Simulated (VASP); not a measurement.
# WSe2 in VASP: relaxation of the atoms with PBE+D3(BJ)

Aim: the relaxation of the atoms of WSe2 with PBE+D3(BJ).

Program: VASP 6.6.1. These are calculated values, not measurements. Logs are shortened: lines on timing, memory, paths and dates and some standing lists are left out, and cuts for length are marked.

## 1. The sheet as given

The cell holds a sheet with vacuum, 9 atoms: a = 3.282 Å, b = 3.282 Å, c = 34.310 Å, α = 90.00°, β = 90.00°, γ = 120.00°.

The cell was built by a generator and needn't be a form met in nature.

## 2. Relaxation of the atoms, PBE+D3(BJ)

The input, INCAR:

```
SYSTEM = WSe2
PREC = Accurate ; ENCUT = 520
EDIFF = 1E-6 ; ISMEAR = -1
SIGMA = 0.05 ; LREAL = .FALSE.
LASPH = .TRUE. ; NELM = 100
ALGO = Fast ; ISIF = 2
LWAVE = .FALSE. ; LCHARG = .FALSE.
GGA = PE ; IVDW = 12
IBRION = 2 ; NSW = 40
EDIFFG = -0.01
```

The input, KPOINTS:

```
Automatic mesh
0
G
  9 9 1
  0 0 0
```

The input, POSCAR:

```
WSe2
1.0
    3.2820000000      0.0000000000      0.0000000000
   -1.6410000000      2.8422953752      0.0000000000
    0.0000000000      0.0000000000     34.3100000000
Se W
6 3
Direct
    0.6666666667      0.3333333333      0.2623141941
    0.6666666667      0.3333333333      0.3599533664
    0.3333333333      0.6666666667      0.4511804139
    0.3333333333      0.6666666667      0.5488195861
    0.6666666667      0.3333333333      0.6400466336
    0.6666666667      0.3333333333      0.7376858059
    0.3333333333      0.6666666667      0.3111337802
    0.6666666667      0.3333333333      0.5000000000
    0.3333333333      0.6666666667      0.6888662198
```

Potentials or basis: VASP PAW PBE potentials, release 64 (Se, W_sv).

Launch:

```console
cat potpaw_PBE.64/Se/POTCAR potpaw_PBE.64/W_sv/POTCAR > POTCAR
mpirun -np 1 vasp_std > vasp.out
```

OUTCAR:

```text
SYSTEM = WSe2
   PREC = Accurate
   ENCUT = 520
   EDIFF = 1E-6
   ISMEAR = -1
   LREAL = .FALSE.
   LASPH = .TRUE.
   NELM = 100
   ISIF = 2
   GGA = PE
   IVDW = 12
   IBRION = 2
   NSW = 40
   EDIFFG = -0.01
 IVDW          = 12

 ion  position               nearest neighbor table
   1  0.667  0.333  0.262-   7 2.53   7 2.53   7 2.53
   2  0.667  0.333  0.360-   7 2.53   7 2.53   7 2.53
   3  0.333  0.667  0.451-   8 2.53   8 2.53   8 2.53
   4  0.333  0.667  0.549-   8 2.53   8 2.53   8 2.53
   5  0.667  0.333  0.640-   9 2.53   9 2.53   9 2.53
   6  0.667  0.333  0.738-   9 2.53   9 2.53   9 2.53
   7  0.333  0.667  0.311-   1 2.53   1 2.53   1 2.53   2 2.53   2 2.53   2 2.53
   8  0.667  0.333  0.500-   3 2.53   4 2.53   3 2.53   4 2.53   3 2.53   4 2.53
   9  0.333  0.667  0.689-   6 2.53   6 2.53   6 2.53   5 2.53   5 2.53   5 2.53

  LATTYP: Found a hexagonal cell.
 ALAT       =     3.2820000000
 C/A-ratio  =    10.4539914686

  Lattice vectors:

 A1 = (   3.2820000000,   0.0000000000,   0.0000000000)
 A2 = (  -1.6410000000,   2.8422953752,   0.0000000000)
 A3 = (   0.0000000000,   0.0000000000,  34.3100000000)

Analysis of symmetry for initial positions (statically):
=====================================================================
 Subroutine PRICEL returns:
 Original cell was already a primitive cell.

 Routine SETGRP: Setting up the symmetry group for a
 hexagonal supercell.

 Subroutine GETGRP returns: Found 12 space group operations
 (whereof 12 operations were pure point group operations)
 out of a pool of 24 trial point group operations.

The static configuration has the point symmetry D_3h.

Analysis of symmetry for dynamics (positions and initial velocities):
=====================================================================
 Subroutine PRICEL returns:
 Original cell was already a primitive cell.

 Routine SETGRP: Setting up the symmetry group for a
 hexagonal supercell.

 Subroutine GETGRP returns: Found 12 space group operations
 (whereof 12 operations were pure point group operations)
 out of a pool of 24 trial point group operations.

The dynamic configuration has the point symmetry D_3h.

 Subroutine INISYM returns: Found 12 space group operations
 (whereof 12 operations are pure point group operations),
 and found     1 'primitive' translations

----------------------------------------------------------------------------------------

                                     Primitive cell

  volume of cell :     320.0579

  direct lattice vectors                    reciprocal lattice vectors
     3.282000000  0.000000000  0.000000000     0.304692261  0.175914159  0.000000000
    -1.641000000  2.842295375  0.000000000     0.000000000  0.351828318  0.000000000
     0.000000000  0.000000000 34.310000000     0.000000000  0.000000000  0.029146022

  length of vectors
     3.282000000  3.282000000 34.310000000     0.351828318  0.351828318  0.029146022

  position of ions in fractional coordinates (direct lattice)
     0.666666667  0.333333333  0.262314194
     0.666666667  0.333333333  0.359953366
     0.333333333  0.666666667  0.451180414
     0.333333333  0.666666667  0.548819586
     0.666666667  0.333333333  0.640046634
     0.666666667  0.333333333  0.737685806
     0.333333333  0.666666667  0.311133780
     0.666666667  0.333333333  0.500000000
     0.333333333  0.666666667  0.688866220

  ion indices of the primitive-cell ions
   primitive index   ion index
                 1           1
                 2           2
                 3           3
                 4           4
                 5           5
                 6           6
                 7           7
                 8           8
                 9           9

----------------------------------------------------------------------------------------

 KPOINTS: Automatic mesh

Automatic generation of k-mesh.
 Grid dimensions read from file:
 generate k-points for:    9    9    1

 Generating k-lattice:

  Cartesian coordinates                     Fractional coordinates (reciprocal lattice)
     0.033854696  0.019546018  0.000000000     0.111111111  0.000000000  0.000000000
     0.000000000  0.039092035  0.000000000     0.000000000  0.111111111  0.000000000
     0.000000000  0.000000000  0.029146022     0.000000000  0.000000000  1.000000000

  Length of vectors
     0.039092035  0.039092035  0.029146022

  Shift w.r.t. Gamma in fractional coordinates (k-lattice)
     0.000000000  0.000000000  0.000000000

 Subroutine IBZKPT returns following result:
 ===========================================

 Found     12 irreducible k-points:

 Following reciprocal coordinates:
            Coordinates               Weight
  0.000000  0.000000  0.000000      1.000000
  0.111111 -0.000000  0.000000      6.000000
  0.222222 -0.000000  0.000000      6.000000
  0.333333 -0.000000  0.000000      6.000000
  0.444444 -0.000000  0.000000      6.000000
  0.111111  0.111111  0.000000      6.000000
  0.222222  0.111111  0.000000     12.000000
  0.333333  0.111111  0.000000     12.000000
  0.444444  0.111111  0.000000      6.000000
  0.222222  0.222222  0.000000      6.000000
  0.333333  0.222222  0.000000     12.000000
  0.333333  0.333333  0.000000      2.000000
   k-points           NKPTS =     12   k-points in BZ     NKDIM =     12   number of bands    NBANDS=     46
   number of dos      NEDOS =    301   number of ions     NIONS =      9
   total plane-waves  NPLWV = 147456
   dimension x,y,z NGX =    24 NGY =   24 NGZ =  256
   dimension x,y,z NGXF=    48 NGYF=   48 NGZF=  512
   ions per type =               6   3
   NGX,Y,Z   is equivalent  to a cutoff of  12.16, 12.16, 12.40 a.u.
   NGXF,Y,Z  is equivalent  to a cutoff of  24.31, 24.31, 24.81 a.u.
 SYSTEM =  WSe2
   PREC   = accura    normal or accurate (medium, high low for compatibility)
   ISTART =      0    job   : 0-new  1-cont  2-samecut
   ICHARG =      2    charge: 1-file 2-atom 10-const
   ISPIN  =      1    spin polarized calculation?
   LNONCOLLINEAR =      F non collinear calculations
   LSORBIT =      F    spin-orbit coupling
   LASPH  =      T    aspherical Exc in radial PAW
   ENCUT  =  520.0 eV  38.22 Ry    6.18 a.u.   6.10  6.10 63.79*2*pi/ulx,y,z
   NELM   =    100;   NELMIN=  2; NELMDL= -5     # of ELM steps
   EDIFF  = 0.1E-05   stopping-criterion for ELM
   LREAL  =      F    real-space projection
   EDIFFG = -.1E-01   stopping-criterion for IOM
   NSW    =     40    number of steps for IOM
   IBRION =      2    ionic relax: 0-MD 1-quasi-New 2-CG
   NFREE  =      1    steps in history (QN), initial steepest desc. (CG)
   ISIF   =      2    stress and relaxation
   ISYM   =      2    0-nonsym 1-usesym 2-fastsym
   POTIM  = 0.5000    time-step for ionic-motion
   TEBEG  =    0.0;   TEEND  =   0.0 temperature during run
   PSTRESS=    0.0 pullay stress
   NELECT =      78.0000    total number of electrons
   NUPDOWN=      -1.0000    fix difference up-down
   EMIN   =  10.00;   EMAX   =-10.00  energy-range for DOS
   EFERMI =   0.00;   METHOD = LEGACY
   ISMEAR =    -1;   SIGMA  =   0.05  broadening in eV -4-tet -1-fermi 0-gaus
   EFERMI_NEDOS =   21; number of points for ismear=-14 and -15
   IALGO  =     68    algorithm
   IMIX   =      4    mixing-type and parameters
     AMIX     =   0.40;   BMIX     =  1.00
     AMIX_MAG =   1.60;   BMIX_MAG =  1.00
  volume/ion in A,a.u.               =      35.56       239.98
  Fermi-wavevector in a.u.,A,eV,Ry     =   1.022579  1.932394 14.227174  1.045668
  Thomas-Fermi vector in A             =   2.156266
   LORBIT       =      0    0 simple, 1 ext, 2 COOP (PROOUT), +10 PAW based schemes
   GGA     = PE    functional components
   LHFCALC =     F    Hartree Fock is set to
   AEXX    =    0.0000 exact exchange contribution
   IVDW    =    12    specifies the selected vdW correction
   LEPSILON=     F    determine dielectric tensor
   LRPA    =     F    only Hartree local field effects (RPA)
 conjugate gradient relaxation of ions
 non-spin polarized calculation
 RMM-DIIS sequential band-by-band and
  energy-cutoff  :      520.00
  volume of cell :      320.06
 maximum number of plane-waves:      8724
   NGX = 13   NGY = 13   NGZ =127

--------------------------------------- Ionic step        1  -------------------------------------------

 number of electron      77.9999988 magnetization

 Free energy of the ion-electron system (eV)
  ---------------------------------------------------
  ext. energy  EPLUGINS =         0.00000000
  ---------------------------------------------------
  free energy    TOTEN  =       -64.71901971 eV

  energy without entropy =      -64.71901925  energy(sigma->0) =      -64.71901948

------------------------ aborting loop because EDIFF is reached ----------------------------------------

 Edisp (eV)   -3.80867

 E8    (eV) :    -1.7336

  FORCE on cell =-STRESS in cart. coord.  units (eV):
  Direction    XX          YY          ZZ          XY          YZ          ZX
  --------------------------------------------------------------------------------------
  -------------------------------------------------------------------------------------
  Total       0.84791     0.84791     1.71540    -0.00000     0.00000     0.00000
  in kB       4.24453     4.24453     8.58712    -0.00000     0.00000     0.00000
  external pressure =        5.69 kB  Pullay stress =        0.00 kB
[... 118 lines left out ...]
  FREE ENERGIE OF THE ION-ELECTRON SYSTEM (eV)
  ---------------------------------------------------
  free  energy   TOTEN  =       -68.5373109390 eV

  energy  without entropy=      -68.5373103819  energy(sigma->0) =      -68.53731066

[... ionic steps 4 to 24 ...]

--------------------------------------- Ionic step       25  -------------------------------------------

 number of electron      77.9999990 magnetization

------------------------ aborting loop because EDIFF is reached ----------------------------------------

 Edisp (eV)   -3.83784

 E8    (eV) :    -1.7468
[... 83 lines left out ...]
  energy  without entropy=      -68.5403095748  energy(sigma->0) =      -68.54030999

--------------------------------------- Ionic step       27  -------------------------------------------

 number of electron      77.9999990 magnetization

 Free energy of the ion-electron system (eV)
  ---------------------------------------------------
  ext. energy  EPLUGINS =         0.00000000
  ---------------------------------------------------
  free energy    TOTEN  =       -64.70249007 eV

  energy without entropy =      -64.70248924  energy(sigma->0) =      -64.70248966

 E-fermi :   1.9910     XC(G=0):  -6.4219

 val. band max:        1.4549361931   @ k =   0.0000   0.0000   0.0000
 cond. band min:       2.6495137542   @ k =   0.2222   0.1111   0.0000
 fundamental gap:      1.1945775611
 Fermi energy:         1.9910209718

 k-point     1 :       0.0000    0.0000    0.0000
  band No.  band energies     occupation
      1     -72.8094      2.00000
      2     -72.8063      2.00000
      3     -72.8063      2.00000
      4     -37.0570      2.00000
      5     -37.0534      2.00000
      6     -37.0534      2.00000
[... 617 lines left out ...]
  FREE ENERGIE OF THE ION-ELECTRON SYSTEM (eV)
  ---------------------------------------------------
  free  energy   TOTEN  =       -68.5403219206 eV

  energy  without entropy=      -68.5403210898  energy(sigma->0) =      -68.54032151

 reached required accuracy - stopping structural energy minimisation
```

Run time: 22 min. Hardware: 1 thread of Intel Xeon 6975P-C (Granite Rapids), shared host; peak memory 0.5 GiB.

What came out:

* Free energy: -68.5403 eV
* Energy gained by relaxing: 1.4 meV/atom
* Ionic steps: 27
* Largest force after relaxing: 0.003 eV/Å
* Band gap on the k mesh: 1.19 eV, indirect (least direct gap 1.60 eV)
* Dispersion energy per atom: -0.426 eV

Forces on the atoms (eV/Å):
```
Se   0.000  0.000  0.003
Se   0.000  0.000  0.002
Se   0.000  0.000 -0.001
Se   0.000  0.000  0.001
Se   0.000  0.000 -0.002
Se   0.000  0.000 -0.003
W    0.000  0.000  0.000
W    0.000  0.000  0.000
W    0.000  0.000  0.000
```

Step by step:
```
step  energy change (eV)  largest force (eV/Å)  pressure (GPa)
   1              0.0000                0.2577            0.57
   2             -0.0095                0.0485           -0.02
   3             -0.0096                0.0184           -0.11
   4             -0.0096                0.0200           -0.10
   5             -0.0097                0.0202           -0.10
   6             -0.0097                0.0575           -0.10
   7             -0.0098                0.0555           -0.10
   8             -0.0098                0.0523           -0.10
   9             -0.0099                0.0474           -0.10
  10             -0.0101                0.0339           -0.10
  11             -0.0104                0.0272           -0.10
  12             -0.0108                0.0613           -0.10
  13             -0.0108                0.0757           -0.09
  14             -0.0108                0.1124           -0.09
  15             -0.0108                0.0938           -0.09
  16             -0.0109                0.0942           -0.09
  17             -0.0110                0.0902           -0.09
  18             -0.0112                0.0867           -0.09
  19             -0.0116                0.0827           -0.08
  20             -0.0121                0.0763           -0.06
  21             -0.0120                0.0624           -0.03
  22             -0.0122                0.0712           -0.05
  23             -0.0125                0.0427           -0.03
  24             -0.0126                0.0272           -0.01
  25             -0.0126                0.0272           -0.01
  26             -0.0126                0.0113            0.00
  27             -0.0126                0.0032            0.01
```

Final structure:
```cif
data_structure
_symmetry_space_group_name_H-M 'P 1'
_symmetry_Int_Tables_number 1
_cell_length_a 3.2820
_cell_length_b 3.2820
_cell_length_c 34.3100
_cell_angle_alpha 90.000
_cell_angle_beta 90.000
_cell_angle_gamma 120.000
_cell_volume 320.06
loop_
_atom_site_label
_atom_site_type_symbol
_atom_site_fract_x
_atom_site_fract_y
_atom_site_fract_z
_atom_site_occupancy
Se1 Se 0.66667 0.33333 0.26399 1
Se2 Se 0.66667 0.33333 0.36236 1
Se3 Se 0.33333 0.66667 0.45085 1
Se4 Se 0.33333 0.66667 0.54915 1
Se5 Se 0.66667 0.33333 0.63763 1
Se6 Se 0.66667 0.33333 0.73601 1
W1 W 0.33333 0.66667 0.31319 1
W2 W 0.66667 0.33333 0.50000 1
W3 W 0.33333 0.66667 0.68681 1
```

Levels at points of the mesh, in eV from the valence-band top:
| k point | band 37 | band 38 | band 39 | band 40 | band 41 | band 42 |
| --- | --- | --- | --- | --- | --- | --- |
| (0.00, 0.00, 0.00) | -0.91 | -0.28 | 0.00 | 2.71 | 2.71 | 2.73 |

Caveat: spin-orbit coupling is left out, which moves the levels of the heavy elements.
